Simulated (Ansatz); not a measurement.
**Rh (P6_3/mmc): electronic heat capacity and spin susceptibility from the density of states**

These are results of Ansatz 0.2.0, DFT r2SCAN, scalar-relativistic, plane waves, PAW, not measurements.

Cutoff 500 eV; k points 18×18×10 on the computed 2-atom cell (Γ-centred); Gaussian smearing, width 0.10 eV; no spin polarisation.

Relaxed cell: P6_3/mmc, a = 2.704 Å, b = 2.704 Å, c = 4.349 Å, α = 90.00°, β = 90.00°, γ = 120.00°, 2 atoms in the primitive cell. This form isn't the element's structure at ambient conditions.

The density of states at the Fermi level is 3.185 states/eV in the cell of 2 atoms (2 formula units; both spins, tetrahedra on a 27×27×15 mesh).

Q: What Sommerfeld coefficient and Pauli susceptibility does this give?

A: Per formula unit N(E_F) = 1.593 states/eV. γ = (π²/3) k_B² N(E_F) N_A = 2.357 mJ/(mol K²) per state/eV, so γ = 3.8 mJ/(mol K²), a mole of formula units. χ_P = μ_B² N(E_F) N_A = 3.23×10⁻⁵ emu/mol per state/eV gives 5.1×10⁻⁵ emu/mol. This is the bare band result: a measured γ of the same phase is as a rule larger by a factor 1 + λ from phonons and spin fluctuations, the spin part of χ is larger by the Stoner factor, and a measured χ also holds orbital and core terms. N(E_F) at one energy is sensitive to the mesh where the density of states has sharp peaks.

Cost: 1 run of about 0.76 core-minutes, on Intel Xeon Platinum 8375C (Ice Lake) (shared hosts).